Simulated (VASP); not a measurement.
**BaF2 (Frankdicksonite): relaxation of cell and atoms with PBE**

Crystal: BaF2 (Frankdicksonite).

```
CELL_PARAMETERS angstrom
0.00000 3.10005 3.10005
3.10005 0.00000 3.10005
3.10005 3.10005 0.00000
ATOMIC_POSITIONS crystal
Ba 0.00000 0.00000 0.00000
F 0.25000 0.25000 0.25000
F 0.75000 0.75000 0.75000
```

```yaml
Program: VASP 6.6.1
Task: relaxation of cell and atoms
Functional: PBE
Potentials_or_basis: VASP PAW PBE potentials, release 64 (Ba_sv, F)
Cutoff: 600 eV
k_mesh: 8 × 8 × 8
Occupations: gaussian, width 0.03 eV
Spin: no spin polarisation
Further_INCAR_settings: ALGO = Normal; EDIFF = 1e-06; IBRION = 2; EDIFFG = -0.01; NSW = 90; ISIF = 3
```

```
Relaxed volume                         : 20.65 Å³/atom
Relaxed cell                           : a = 4.442 Å, b = 4.442 Å, c = 4.442 Å, α = 60.00°, β = 60.00°, γ = 60.00°
Space group after relaxing (to 0.05 Å) : Fm-3m (No. 225)
Energy gained by relaxing              : 5.4 meV/atom
Ionic steps                            : 3
Pressure after relaxing                : 0.0 GPa
Band gap on the k mesh                 : 6.60 eV, indirect (least direct gap 6.65 eV)
```

The path:
```tsv
step	energy change (eV)	largest force (eV/Å)	pressure (GPa)	volume (Å³)
1	0.0000	0.0000	2.30	59.58
2	-0.0162	0.0000	-0.10	62.07
3	-0.0162	0.0000	0.00	61.95
```

Final structure:
```xyz
3
Lattice="0.0000 3.1406 3.1406 3.1406 0.0000 3.1406 3.1406 3.1406 0.0000" Properties=species:S:1:pos:R:3 pbc="T T T"
Ba    0.0000    0.0000    0.0000
F     1.5703    1.5703    1.5703
F     4.7109    4.7109    4.7109
```

Levels at points of the mesh, in eV from the valence-band top:
```csv
k point,band 8,band 9,band 10,band 11,band 12,band 13,band 14,band 15,band 16
"(0.00, 0.00, 0.00)",-1.38,-1.38,-0.06,-0.06,-0.06,6.60,9.04,9.04,11.08
"(0.50, 0.00, 0.00)",-0.99,-0.62,-0.34,-0.17,-0.17,8.87,9.02,9.02,9.63
"(0.50, 0.50, 0.00)",-0.35,-0.35,-0.31,-0.31,-0.09,7.17,8.80,10.43,11.63
```

Wall time 64 s on 1 thread of Intel(R) Xeon(R) Platinum 8259CL CPU @ 2.50GHz (Skylake/Cascade Lake), with other jobs on the host, peak memory 0.22 GiB.

Caveat: spin-orbit coupling is left out, which moves the levels of the heavy elements. Zero-point motion and thermal expansion aren't in these numbers.
